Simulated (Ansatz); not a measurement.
# AlFe (Pm-3m) in Ansatz: notebook

The runs below take AlFe through single point, relaxation of cell and atoms, with PBEsol.

All numbers are computed with Ansatz 0.2.0; they aren't measurements. Logs are shortened: lines on timing, memory, paths and dates and some standing lists are left out, and cuts for length are marked.

## 1. The structure

Symmetry: Pm-3m, No. 221, cubic system. The conventional cell has a = 2.910 Å, b = 2.910 Å, c = 2.910 Å, α = 90.00°, β = 90.00°, γ = 90.00°. Around Fe (site symmetry m-3m) lie 8 Al at 2.52 Å. Al (site symmetry m-3m) is surrounded by 8 Fe at 2.52 Å.

## 2. Single point, PBEsol, collinear spin, ferromagnetic start (strain_z = 0)

input.yaml

```yaml
crystal:
  lattice:
    - [2.91, 0.0, 0.0]
    - [0.0, 2.91, 0.0]
    - [0.0, 0.0, 2.91]
  atoms:
    - { symbol: Fe, position: [0.5, 0.5, 0.5], spin: 3.0 }
    - { symbol: Al, position: [0.0, 0.0, 0.0] }
kpoints:
  mp_grid: { grid: [9, 9, 9] }
scf:
  occupations: { method: fermi_dirac, width: 0.05 }
hamiltonian:
  xc: pbesol
  pseudopotentials: { kind: all_electron, lapw: { basis_error: 0.001 } }
magnetization:
  spin_polarized: true
output:
  forces: true
  stress: true
  eigenvalues: true
```

Potentials or basis: all-electron LAPW, scalar-relativistic.

Launch:

```
ansatz run input.yaml --threads 2 --pin off --max-ram 6144MiB --backend cpu --events-out ev --progress --plain --runs-dir out
```

The program printed:

```text
Warning: RAYON_NUM_THREADS=2 ignored (pool sized by the plan → 2); use --threads N
LAPW: plane waves up to 8.056 Å⁻¹, error target 1.0e-3 eV per atom; small_component_spin mean_spin; Al in spheres of 1.158 Å, 11 of its electrons in bands, Dirac shells []; Fe in spheres of 1.362 Å, 16 of its electrons in bands, Dirac shells [] (how accurate: hamiltonian.pseudopotentials.lapw.basis_error, Limitations)
Engine: ansatz 0.2.0, x86_64-unknown-linux-gnu
Pseudopotentials: kind: all_electron
Pseudopotential: Fe, LAPW, valence charge 16, lapw/all_electron/scalar/gaussian/Fe, Koelling and Harmon's equation, gaussian nucleus
Pseudopotential: Al, LAPW, valence charge 11, lapw/all_electron/scalar/gaussian/Al, Koelling and Harmon's equation, gaussian nucleus
Functional definition: PBEsol
  exchange = pbesol_x
  correlation = pbesol_c
Crystal: 2 atoms, lattice volume = 24.642 Å³
Basis set: ecut = 247.2943720737735 eV, 203 PW (Γ), exchange–correlation at level 2
Bands: 19, of which v1, the nominal top of the filled ones, is band 14 counted from 1 (13 counted from 0)
Symmetry: 48 space group operations
Space group: Pm-3m (ITA 221), of the structure as read, at distance tolerance 2.9e-5 Å
Magnetic group: BNS 221.92 (UNI 1594), of the structure as read, at distance tolerance 2.9e-5 Å
k-points: 35 of 729
Non-local potential: Fe, projectors of the file, none
Non-local potential: Al, projectors of the file, none
Initial density: superposition of atomic densities (chi_scale 0.1, normalization cell)
Starting moments: Σ|m| = 3 μB on 1 of 2 sites
Initial wavefunctions: plane waves of lowest kinetic energy (no species holds an atomic orbital)
Functional: x = pbesol(κ = 0.804, μ = 0.12345679012345678), c = pbesol(β = 0.046)
iter 1 solved again at ethr=1.07e-3 eV; its pass at ethr=1.00e-1 eV (dr2=2.88e-1 eV) is discarded
SCF iter   1: F=—  HF=-41198.081191 eV  |F-HF|=—  |Δ(HF+E_count)|=         —  Δρ=6.03e-2 (↑4.76e-2 ↓6.03e-2)  dr2=2.88e-1  dr2_m=6.24e-1  M=1.059 μB ∫|m|=1.295 μB  β_m=0.30  ethr=1.07e-3  ⟨swp⟩=2.2  Hψ=9326  notcnv=0
Mixer restart at iter 1: flushing history
preconditioner: auto → none  [metal: Δε(μ)=0.050 eV  Ē_g=8.888 eV  σ=0.050 eV  W_gap=0.24  n_scr=6 (ndim 8)  ℏωp=24.8 eV  f_vac=0.000  D(μ)=2.86/eV (n_scr^D=32)  sad-step TF]
SCF iter   2: F=—  HF=-41197.963910 eV  |F-HF|=—  |Δ(HF+E_count)|=   1.17e-1  Δρ=4.67e-2 (↑3.62e-2 ↓4.67e-2)  dr2=1.97e-1  dr2_m=3.67e-1  M=0.952 μB ∫|m|=1.165 μB  β_m=0.62  ethr=1.07e-3  ⟨swp⟩=2.0  Hψ=3851  notcnv=0
iter 3 solved again at ethr=2.71e-6 eV; its pass at ethr=7.29e-4 eV (dr2=7.30e-4 eV) is discarded
SCF iter   3: F=—  HF=-41197.696977 eV  |F-HF|=—  |Δ(HF+E_count)|=   2.67e-1  Δρ=1.63e-3 (↑1.63e-3 ↓1.60e-3)  dr2=7.25e-4  dr2_m=3.27e-4  M=0.660 μB ∫|m|=0.799 μB  β_m=0.73  ethr=2.71e-6  ⟨swp⟩=2.7  Hψ=6680  notcnv=0
SCF iter   4: F=—  HF=-41197.701990 eV  |F-HF|=—  |Δ(HF+E_count)|=         —  Δρ=7.02e-4 (↑7.02e-4 ↓3.95e-4)  dr2=5.96e-5  dr2_m=4.38e-5  M=0.662 μB ∫|m|=0.787 μB  β_m=0.86  ethr=2.68e-6  ⟨swp⟩=3.0  Hψ=3744  notcnv=0
the basis was enlarged: its passes take 1.3 MiB over the memory plan, 2 of 2 planned eigensolver slots
SCF iter   5: F=—  HF=-41197.705714 eV  |F-HF|=—  |Δ(HF+E_count)|=   3.72e-3  Δρ=1.18e-3 (↑1.08e-3 ↓1.18e-3)  dr2=1.70e-3  dr2_m=1.44e-6  M=0.661 μB ∫|m|=0.777 μB  β_m=0.86  ethr=2.21e-7  ⟨swp⟩=3.4  Hψ=3976  notcnv=0
SCF iter   6: F=—  HF=-41197.703020 eV  |F-HF|=—  |Δ(HF+E_count)|=   2.69e-3  Δρ=1.41e-4 (↑1.41e-4 ↓8.95e-5)  dr2=8.66e-6  dr2_m=1.74e-6  M=0.660 μB ∫|m|=0.775 μB  β_m=0.89  ethr=2.21e-7  ⟨swp⟩=3.0  Hψ=3904  notcnv=0
SCF iter   7: F=—  HF=-41197.703035 eV  |F-HF|=—  |Δ(HF+E_count)|=   1.50e-5  Δρ=3.23e-5 (↑1.36e-5 ↓3.23e-5)  dr2=4.03e-7  dr2_m=7.58e-8  M=0.660 μB ∫|m|=0.773 μB  β_m=0.92  ethr=3.21e-8  ⟨swp⟩=2.6  Hψ=3665  notcnv=0
SCF iter   8: F=—  HF=-41197.703036 eV  |F-HF|=—  |Δ(HF+E_count)|=   1.88e-7  Δρ=6.24e-6 (↑5.37e-7 ↓6.24e-6)  dr2=1.01e-8  dr2_m=2.52e-9  M=0.660 μB ∫|m|=0.773 μB  β_m=0.92  ethr=1.49e-9  ⟨swp⟩=2.5  Hψ=3540  notcnv=0
SCF iter   9: F=—  HF=-41197.703036 eV  |F-HF|=—  |Δ(HF+E_count)|=   6.42e-9  Δρ=1.16e-6 (↑3.62e-7 ↓1.16e-6)  dr2=7.28e-10  dr2_m=5.07e-11  M=0.660 μB ∫|m|=0.772 μB  β_m=0.96  ethr=3.73e-11  ⟨swp⟩=2.5  Hψ=3659  notcnv=0
SCF iter  10: F=-41197.703036 eV  HF=-41197.703036 eV  |F-HF|=5.82e-10  |Δ(HF+E_count)|=  2.76e-10  Δρ=2.87e-7 (↑1.87e-7 ↓2.87e-7)  dr2=6.66e-11  dr2_m=1.16e-12  M=0.660 μB ∫|m|=0.772 μB  ethr=2.70e-12  ⟨swp⟩=2.4  Hψ=3525  notcnv=0
SCF 1 converged in 10 iterations: F = -41197.703036 eV  dr2 = 6.66e-11
SCF converged after 10 iterations
Magnetization: 0.6604 μB (13.8302 up, 13.1698 down)
Absolute magnetization: 0.7724 μB (∫|ρ↑−ρ↓|)
Spin contamination: 0.0077 ħ² per cell (⟨S²⟩ above its minimum at these occupations)
Per-site moments (μB) at R_I (Å): [(0.715745081998973, 1.3623421145008945), (-0.02980131974721445, 1.1577917729589)]
Free energy (F): -41197.703036 eV
Harris-Foulkes:  -41197.703036 eV  (|F-HF|=5.82e-10)
Internal energy: -41197.684197 eV  (E = F + TS)
E sigma→0 (E₀):  -41197.693616 eV
Entropy (-TS):   -0.018838 eV (-9.419 meV/atom)
Fermi energy:    14.659368 eV
--- Per-component energies (eV) ---
  E_band       = -700.914864
  E_kinetic    = 41676.583584
  E_xc         = -1984.786090
  E_electrostatic = -80889.481691  (all electrons and nuclei)
  E_smearing   = -0.018838  (= −TS)
  E_closure    = 0.000000  (closes the sum)
  E_atoms      = -41183.188287  (free atoms, spherical and without spin; not in F)
  Σ components = -41197.703036   (vs F -41197.703036, Δ=0.00e0)
  Basis errors (estimates in eV, not in F): energy 2.9e-4 per atom: plane waves 2.5e-4 (1.3e-4 summed), levels above the bands 1.4e-60, relativity 5.6e-9, radial functions 4.0e-5, core shells 1.8e-9; eigenvalues (radial functions only) 1.9e-6; not estimated: angular momenta, meshes, grids; target (lapw.basis_error) 1.0e-3; muffin-tin radii Al 1.158 Å, Fe 1.362 Å
--- Forces (eV/Å), atoms counted from 1 ---
  atom   1  Fe     0.00000000     0.00000000     0.00000000
  atom   2  Al    -0.00000000     0.00000000     0.00000000
  max |Σ_I F_I| component: 2.05e-31 eV/Å
--- Stress (GPa, compression-positive) ---
      -11.272109      -0.000000       0.000000
       -0.000000     -11.272109       0.000000
        0.000000       0.000000     -11.272109
  P = ⅓ Tr σ = -11.2721 GPa (-112.721 kbar)
--- Band table (eV; the first three rows and the last of 70) ---
  k-point 0 ↑: bands = ["-87.0938", "-71.7194", "-48.7664", "-48.7664", "-48.7664", "-37.9176", "-37.9176", "-37.9176", "4.4344", "12.2477", "12.2477", "14.2972", "14.2972", "14.2972", "20.7466", "20.7466", "20.7466", "23.8084", "23.8084"]
  k-point 1 ↑: bands = ["-87.0937", "-71.7189", "-48.7676", "-48.7663", "-48.7663", "-37.9239", "-37.9171", "-37.9171", "4.6600", "12.2188", "12.3114", "14.1693", "14.1693", "14.3105", "19.1628", "21.0689", "21.0689", "23.7576", "25.2012"]
  k-point 2 ↑: bands = ["-87.0934", "-71.7178", "-48.7704", "-48.7660", "-48.7660", "-37.9398", "-37.9160", "-37.9160", "5.3264", "11.9570", "12.4784", "13.8762", "13.8762", "14.3444", "17.0870", "21.9507", "21.9507", "23.6147", "26.7329"]
  k-point 34 ↓: bands = ["-87.1009", "-70.9322", "-48.7860", "-48.7859", "-48.7859", "-37.2025", "-37.2024", "-37.2024", "11.3347", "11.6427", "11.6427", "15.3727", "15.3727", "16.6067", "17.7459", "17.7459", "18.6936", "21.0667", "21.0667"]
```

Run time: 16 s. Hardware: 2 threads of Intel Xeon at 2.50GHz (Skylake/Cascade Lake), shared host; peak memory 0.41 GiB.

Results:

```yaml
Free_energy: -41197.7030 eV
Pressure: -11.3 GPa
Band_gap_on_the_k_mesh: none (metal or under the smearing width)
Net_moment: 0.66 μB per cell
Absolute_moment: 0.77 μB per cell
Site_moments: Fe +0.72; Al -0.03 μB
```

## 3. Relaxation of cell and atoms, PBEsol, collinear spin, ferromagnetic start

Edit input.yaml of step 2 so:

```diff
@@ -20,2 +20,5 @@
   stress: true
-  eigenvalues: true
+relax:
+  f_tol: 0.01
+  max_steps: 60
+  cell: {}
```

Potentials or basis: all-electron LAPW, scalar-relativistic.

Launch:

```
ansatz run input.yaml --threads 2 --pin off --max-ram 6144MiB --backend cpu --events-out ev --progress --plain --runs-dir out
```

Wall time 98 s (2 threads of Intel Xeon at 2.50GHz (Skylake/Cascade Lake), shared host); peak memory 0.43 GiB.

The run converged. Its results:

| Quantity | Value |
| --- | --- |
| Free energy | -41197.7643 eV |
| Relaxed volume | 11.50 Å³/atom |
| Relaxed cell | a = 2.844 Å, b = 2.844 Å, c = 2.844 Å, α = 90.00°, β = 90.00°, γ = 90.00° |
| Space group after relaxing (to 0.05 Å) | Pm-3m (No. 221) |
| Energy gained by relaxing | 30.7 meV/atom |
| Ionic steps | 5 |
| Pressure after relaxing | 0.0 GPa |
| Net moment | 0.60 μB per cell |
| Absolute moment | 0.69 μB per cell |
| Site moments | Fe +0.65; Al -0.02 μB |

Step by step:
```
step  energy change (eV)  largest force (eV/Å)  volume (Å³)
   1              0.0000                0.0000        24.64
   2             -0.0551                0.0000        23.50
   3             -0.0613                0.0000        22.94
   4             -0.0613                0.0000        23.00
   5             -0.0613                0.0000        23.00
```

Final structure:
```
CELL_PARAMETERS angstrom
2.84384 0.00000 0.00000
0.00000 2.84384 0.00000
0.00000 0.00000 2.84384
ATOMIC_POSITIONS crystal
Fe 0.50000 0.50000 0.50000
Al 0.00000 0.00000 0.00000
```

## 4. Relaxation of cell and atoms, PBEsol, collinear spin, ferromagnetic start, target pressure 5 GPa, at which the enthalpy is minimised

Edit input.yaml of step 3 so:

```diff
@@ -23,2 +23,2 @@
   max_steps: 60
-  cell: {}
+  cell: { p_target: 5 }
```

Potentials or basis: all-electron LAPW, scalar-relativistic.

Launch:

```
ansatz run input.yaml --threads 2 --pin off --max-ram 6144MiB --backend cpu --events-out ev --progress --plain --runs-dir out
```

The program printed:

```text
Warning: RAYON_NUM_THREADS=2 ignored (pool sized by the plan → 2); use --threads N
The last accepted step is kept in <dir> (removed where the run ends without a failure and the disk answers)
LAPW: plane waves up to 8.370 Å⁻¹, error target 1.0e-3 eV per atom; small_component_spin mean_spin; Al in spheres of 1.126 Å, 11 of its electrons in bands, Dirac shells []; Fe in spheres of 1.319 Å, 16 of its electrons in bands, Dirac shells [] (how accurate: hamiltonian.pseudopotentials.lapw.basis_error, Limitations)
[... 7 set-up lines as earlier in the session ...]
Crystal: 2 atoms, lattice volume = 24.642 Å³
Basis set: ecut = 266.9068541057248 eV, 251 PW (Γ), exchange–correlation at level 2
Bands: 19, of which v1, the nominal top of the filled ones, is band 14 counted from 1 (13 counted from 0)
[... 2 set-up lines as earlier in the session ...]
Magnetic group: BNS 221.92 (UNI 1594), of the structure as read, at distance tolerance 2.9e-5 Å
k-points: 35 of 729
[... 3 set-up lines as earlier in the session ...]
Starting moments: Σ|m| = 3 μB on 1 of 2 sites
[... 2 set-up lines as earlier in the session ...]
iter 1 solved again at ethr=9.42e-4 eV; its pass at ethr=1.00e-1 eV (dr2=2.54e-1 eV) is discarded
SCF iter   1: F=—  HF=-41197.316991 eV  |F-HF|=—  |Δ(HF+E_count)|=         —  Δρ=2.75e-2 (↑1.99e-2 ↓2.75e-2)  dr2=2.54e-1  dr2_m=9.32e-2  M=2.142 μB ∫|m|=2.410 μB  β_m=0.30  ethr=9.42e-4  ⟨swp⟩=2.2  Hψ=8828  notcnv=0
Mixer restart at iter 1: flushing history
preconditioner: auto → none  [metal: Δε(μ)=0.011 eV  Ē_g=9.240 eV  σ=0.050 eV  W_gap=0.06  n_scr=6 (ndim 8)  ℏωp=24.8 eV  f_vac=0.000  D(μ)=3.52/eV (n_scr^D=56)  sad-step TF]
[... 72 lines left out ...]
Harris-Foulkes:  -41197.755604 eV  (|F-HF|=2.54e-9)
Internal energy: -41197.738873 eV  (E = F + TS)
E sigma→0 (E₀):  -41197.747238 eV
Entropy (-TS):   -0.016731 eV (-8.366 meV/atom)
Fermi energy:    16.283730 eV
--- Per-component energies (eV) ---
  E_band       = -655.380843
  E_kinetic    = 41683.806709
  E_xc         = -1986.771354
  E_electrostatic = -80894.774228  (all electrons and nuclei)
  E_smearing   = -0.016731  (= −TS)
  E_closure    = 0.000000  (closes the sum)
  E_atoms      = -41183.188287  (free atoms, spherical and without spin; not in F)
  Σ components = -41197.755604   (vs F -41197.755604, Δ=0.00e0)
  Basis errors (estimates in eV, not in F): energy 3.3e-4 per atom: plane waves 2.9e-4 (1.6e-4 summed), levels above the bands 9.9e-61, relativity 6.0e-9, radial functions 3.4e-5, core shells 2.3e-9; eigenvalues (radial functions only) 1.0e-6; not estimated: angular momenta, meshes, grids; target (lapw.basis_error) 1.0e-3; muffin-tin radii Al 1.091 Å, Fe 1.278 Å
--- Forces (eV/Å), atoms counted from 1 ---
  atom   1  Fe     0.00000000     0.00000000    -0.00000000
  atom   2  Al    -0.00000000     0.00000000     0.00000000
  max |Σ_I F_I| component: 4.36e-31 eV/Å
--- Stress (GPa, compression-positive) ---
        4.996163      -0.000000      -0.000000
       -0.000000       4.996163       0.000000
       -0.000000       0.000000       4.996163
  P = ⅓ Tr σ = 4.9962 GPa (49.962 kbar)
--- Relaxed structure (4 steps of the walk, 4 accepted, 1 SCFs on fresh bases) ---
  F+E_penalty+E_count = -41197.75560416 eV   max|allowed force component| = 2.054e-31 eV/Å   (the final SCF, on the basis selected at the relaxed cell)
  cell:  # Å, volume = 22.4286 Å³
    - [2.820118348816529, 8.024708101613454e-36, -6.419766481290786e-35]
    - [-1.8456828633711013e-34, 2.820118348816529, 9.62964972193618e-35]
    - [-6.419766481290786e-35, -6.419766481290786e-35, 2.820118348816529]
  atoms:
    - { symbol: Fe, position: [0.5, 0.5, 0.5] }
    - { symbol: Al, position: [5.1705593438384035e-37, -1.72351978127457e-37, 6.894079125097493e-37] }
```

Run time: 97 s. Hardware: 2 threads of Intel Xeon at 2.50GHz (Skylake/Cascade Lake), shared host; peak memory 0.43 GiB.

Results:

* Free energy: -41197.7556 eV
* Relaxed volume: 11.21 Å³/atom
* Relaxed cell: a = 2.820 Å, b = 2.820 Å, c = 2.820 Å, α = 90.00°, β = 90.00°, γ = 90.00°
* Space group after relaxing (to 0.05 Å): Pm-3m (No. 221)
* Energy change on relaxing (the enthalpy is what falls): -26.3 meV/atom
* Ionic steps: 5
* Pressure after relaxing: 5.0 GPa
* Net moment: 0.58 μB per cell
* Absolute moment: 0.66 μB per cell
* Site moments: Fe +0.62; Al -0.02 μB

Step by step:
```tsv
step	energy change (eV)	largest force (eV/Å)	volume (Å³)
1	0.0000	0.0000	24.64
2	-0.0613	0.0000	23.01
3	-0.0496	0.0000	22.34
4	-0.0526	0.0000	22.43
5	-0.0526	0.0000	22.43
```

Final structure:
```
Fe Al
1.0
     2.82012    0.00000    0.00000
     0.00000    2.82012    0.00000
     0.00000    0.00000    2.82012
Fe Al
1 1
Cartesian
  1.4101 1.4101 1.4101
  0.0000 0.0000 0.0000
```

## 5. Relaxation of cell and atoms, PBEsol, collinear spin, ferromagnetic start, target pressure 10 GPa, at which the enthalpy is minimised

Edit input.yaml of step 4 so:

```diff
@@ -23,2 +23,2 @@
   max_steps: 60
-  cell: { p_target: 5 }
+  cell: { p_target: 10 }
```

Launch:

```
ansatz run input.yaml --threads 2 --pin off --max-ram 6144MiB --backend cpu --events-out ev --progress --plain --runs-dir out
```

Wall time 1.8 min (2 threads of Intel Xeon at 2.50GHz (Skylake/Cascade Lake), shared host); peak memory 0.41 GiB.

Results (log left out):

- Free energy: -41197.7320 eV
- Relaxed volume: 10.96 Å³/atom
- Relaxed cell: a = 2.799 Å, b = 2.799 Å, c = 2.799 Å, α = 90.00°, β = 90.00°, γ = 90.00°
- Space group after relaxing (to 0.05 Å): Pm-3m (No. 221)
- Energy change on relaxing (the enthalpy is what falls): -14.5 meV/atom
- Ionic steps: 5
- Pressure after relaxing: 10.0 GPa
- Net moment: 0.55 μB per cell
- Absolute moment: 0.63 μB per cell
- Site moments: Fe +0.59; Al -0.02 μB

Step by step:
```tsv
step	energy change (eV)	largest force (eV/Å)	volume (Å³)
1	0.0000	0.0000	24.64
2	-0.0553	0.0000	22.52
3	-0.0216	0.0000	21.81
4	-0.0290	0.0000	21.92
5	-0.0290	0.0000	21.92
```

Final structure:
```yaml
crystal:
  lattice:
    - [2.79867, 0.00000, 0.00000]
    - [0.00000, 2.79867, 0.00000]
    - [0.00000, 0.00000, 2.79867]
  atoms:
    - { symbol: Fe, position: [0.50000, 0.50000, 0.50000] }
    - { symbol: Al, position: [0.00000, 0.00000, 0.00000] }
```

## 6. Relaxation of cell and atoms, PBEsol, collinear spin, ferromagnetic start, target pressure 20 GPa, at which the enthalpy is minimised

Edit input.yaml of step 5 so:

```diff
@@ -23,2 +23,2 @@
   max_steps: 60
-  cell: { p_target: 10 }
+  cell: { p_target: 20 }
```

Potentials or basis: all-electron LAPW, scalar-relativistic.

Launch:

```
ansatz run input.yaml --threads 2 --pin off --max-ram 6144MiB --backend cpu --events-out ev --progress --plain --runs-dir out
```

It took 2.1 min on 2 threads of Intel Xeon at 2.50GHz (Skylake/Cascade Lake), shared host; peak memory 0.42 GiB.

The run converged. Its results:

- Free energy: -41197.6511 eV
- Relaxed volume: 10.52 Å³/atom
- Relaxed cell: a = 2.761 Å, b = 2.761 Å, c = 2.761 Å, α = 90.00°, β = 90.00°, γ = 90.00°
- Space group after relaxing (to 0.05 Å): Pm-3m (No. 221)
- Energy change on relaxing (the enthalpy is what falls): +26.0 meV/atom
- Ionic steps: 6
- Pressure after relaxing: 20.0 GPa
- Net moment: 0.47 μB per cell
- Absolute moment: 0.54 μB per cell
- Site moments: Fe +0.50; Al -0.02 μB

Step by step:
```
step  energy change (eV)  largest force (eV/Å)  volume (Å³)
   1              0.0000                0.0000        24.64
   2             -0.0032                0.0000        21.57
   3              0.0680                0.0000        20.92
   4              0.0514                0.0000        21.05
   5              0.0519                0.0000        21.05
   6              0.0519                0.0000        21.05
```

Final structure:
```
Fe Al
1.0
     2.76097    0.00000    0.00000
     0.00000    2.76097    0.00000
     0.00000    0.00000    2.76097
Fe Al
1 1
Direct
  0.50000 0.50000 0.50000
  0.00000 0.00000 0.00000
```

## 7. Overview

```tsv
task	cell	cutoff (eV)	pressure (GPa)	moment (μB)
single point	strain_z = 0	247	-11.3	0.66
relaxation of cell and atoms	relaxed	-	0.0	0.60
relaxation of cell and atoms	relaxed to 5 GPa	-	5.0	0.58
relaxation of cell and atoms	relaxed to 10 GPa	-	10.0	0.55
relaxation of cell and atoms	relaxed to 20 GPa	-	20.0	0.47
```

Alike in all rows: level PBEsol; potentials or basis all-electron LAPW, scalar-relativistic; spin collinear, ferromagnetic start; k mesh 9 × 9 × 9; smearing fermi-dirac 0.05 eV; basis error allowed 0.001 eV/atom.

Compare energies only between runs with the same functional and basis.
